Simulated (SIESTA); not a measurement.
**MgB2 under changes of volume**

One of the cells (9.873 Å³/atom); the others are scaled copies at fixed shape and fractional positions:

```xyz
3
Lattice="3.1054 0.0000 0.0000 -1.5527 2.6894 0.0000 0.0000 0.0000 3.5463" Properties=species:S:1:pos:R:3 pbc="T T T"
Mg    0.0000    0.0000    0.0000
B     1.5527    0.8965    1.7732
B     0.0000    1.7929    1.7732
```

- Program: SIESTA 5.4.2
- Functional: PBE
- Potentials or basis: PseudoDojo 0.4 standard (PBE files)
- Basis: DZP (energy shift 0.002 Ry)
- Grid cutoff: 800 Ry
- Energy shift: 0.002 Ry
- k mesh: 10 × 10 × 8
- Occupations: fermi-dirac, width 0.05 eV
- Spin: no spin polarisation

| volume (Å³/atom) | energy over the lowest point (meV/atom) | pressure (GPa) |
| --- | --- | --- |
| 9.098 | 38.01 | 15.0 |
| 9.292 | 22.24 | 11.2 |
| 9.485 | ? | ? |
| 9.873 | 0.00 | 1.3 |
| 10.066 | 0.11 | -1.4 |
| 10.260 | 3.25 | -3.7 |

Q: What does the run at 9.485 Å³/atom give?

A: Energy over the lowest point 10.81 meV/atom; pressure 7.7 GPa.

Worked out: A Birch-Murnaghan fit of order 3 (a polynomial in V^(-2/3)) to the other rows has its minimum at 9.97 Å³/atom with B0 = V·E''(V) = 143 GPa and B' = 2.9 at fixed shape and positions, which overstates the stiffness. It gives 10.89 meV/atom at 9.485 Å³/atom, against the run's 10.81, and -dE/dV = 7.7 GPa, against 7.7.

Energies are extrapolated to zero smearing.

Caveats: semicore shells carry a single zeta, which can move pressures by several GPa and volumes by a few percent; the basis of atomic orbitals isn't converged, which shifts pressures, moduli and gaps.
